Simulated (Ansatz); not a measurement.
# CoSi2: the cost of one run

Program: Ansatz 0.2.0. Level of theory: DFT PBEsol, scalar-relativistic. These are calculated values, not measurements.

### Step 1. The system as given

It takes space group Fm-3m (No. 225, cubic). Conventional cell: a = 5.365 Å, b = 5.365 Å, c = 5.365 Å, α = 90.00°, β = 90.00°, γ = 90.00°. Co (site symmetry m-3m) is surrounded by 8 Si at 2.32 Å. Around Si (site symmetry -43m) lie 4 Co at 2.32 Å.

As a file:

```xyz
3
Lattice="0.0000 2.6825 2.6825 2.6825 0.0000 2.6825 2.6825 2.6825 0.0000" Properties=species:S:1:pos:R:3 pbc="T T T"
Co    0.0000    0.0000    0.0000
Si    1.3413    1.3413    1.3413
Si    4.0237    4.0237    4.0237
```

The cell comes from a crystallographic database entry that wasn't checked; take it as a given geometry, which may be far from equilibrium.

Atoms are numbered in the order of the input: Co1, Si2, Si3.

### Step 2. Volume × 0.94, LAPW

input.yaml reads:

```yaml
crystal:
  lattice:
    - [0.0, 2.6277397366, 2.6277397366]
    - [2.6277397366, 0.0, 2.6277397366]
    - [2.6277397366, 2.6277397366, 0.0]
  atoms:
    - { symbol: Co, position: [0.0, 0.0, 0.0], spin: 2.0 }
    - { symbol: Si, position: [0.25, 0.25, 0.25] }
    - { symbol: Si, position: [0.75, 0.75, 0.75] }
magnetization:
  spin_polarized: true
kpoints:
  mp_grid: { grid: [11, 11, 11] }
  band_path:
    path:
      - [0.0, 0.0, 0.0]
      - [0.5, 0.0, 0.5]
      - [0.625, 0.25, 0.625]
      - [0.375, 0.375, 0.75]
      - [0.0, 0.0, 0.0]
      - [0.5, 0.5, 0.5]
      - [0.5, 0.25, 0.75]
      - [0.5, 0.0, 0.5]
    npoints: 5
scf:
  occupations: { method: fermi_dirac, width: 0.05 }
hamiltonian:
  xc: pbesol
  pseudopotentials: { kind: all_electron, lapw: { basis_error: 0.001 } }
output:
  forces: true
  stress: true
  eigenvalues: true
```

Run with:

```console
$ ansatz run input.yaml --threads 1 --pin off --max-ram 6144MiB --backend cpu --events-out ev --progress --plain --runs-dir out
```

Q: Estimate wall time and peak memory on 1 thread of Arm Neoverse V1, shared host.

About 66 s, with a peak of 0.56 GiB.
